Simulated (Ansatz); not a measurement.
Wanted: the native input for an Ansatz 0.2.0 run.

```yaml
Task: relaxation of cell and atoms
Functional: PBEsol
Dispersion: D4
Potentials_or_basis: all-electron LAPW, scalar-relativistic
Basis_error_allowed: 0.001 eV/atom
k_mesh: 7 × 7 × 7
Occupations: fermi-dirac, width 0.05 eV
Spin: no spin polarisation
```

CdTe:

```
Te Cd
1.0
     0.00000    3.20500    3.20500
     3.20500    0.00000    3.20500
     3.20500    3.20500    0.00000
Te Cd
1 1
Direct
  0.75000 0.75000 0.75000
  0.00000 0.00000 0.00000
```

The input as run:

input.yaml

```yaml
crystal:
  lattice:
    - [0.0, 3.205, 3.205]
    - [3.205, 0.0, 3.205]
    - [3.205, 3.205, 0.0]
  atoms:
    - { symbol: Te, position: [0.75, 0.75, 0.75] }
    - { symbol: Cd, position: [0.0, 0.0, 0.0] }
kpoints:
  mp_grid: { grid: [7, 7, 7] }
scf:
  occupations: { method: fermi_dirac, width: 0.05 }
hamiltonian:
  xc: pbesol
  dispersion: d4
  pseudopotentials: { kind: all_electron, lapw: { basis_error: 0.001 } }
output:
  forces: true
  stress: true
relax:
  f_tol: 0.01
  max_steps: 60
  cell: {}
```

Potentials or basis: all-electron LAPW, scalar-relativistic.

Run with:

```console
$ ansatz run input.yaml --threads 1 --pin off --max-ram 3072MiB --backend cpu --events-out ev --progress --plain --runs-dir out
```

Results of the run:

* Relaxed volume: 33.41 Å³/atom
* Relaxed cell: a = 4.555 Å, b = 4.555 Å, c = 4.555 Å, α = 60.00°, β = 60.00°, γ = 60.00°
* Space group after relaxing (to 0.05 Å): F-43m (No. 216)
* Energy gained by relaxing: 1.0 meV/atom
* Ionic steps: 4
* Pressure after relaxing: 0.0 GPa
* Band gap on the k mesh: 0.71 eV

Caveat: spin-orbit coupling is left out, which moves the levels of the heavy elements; an odd mesh through Γ misses points on the zone boundary, where band edges often lie.

Run time: 41 s on 1 thread of Arm Neoverse V1, with other jobs on the host, peak memory 0.31 GiB.
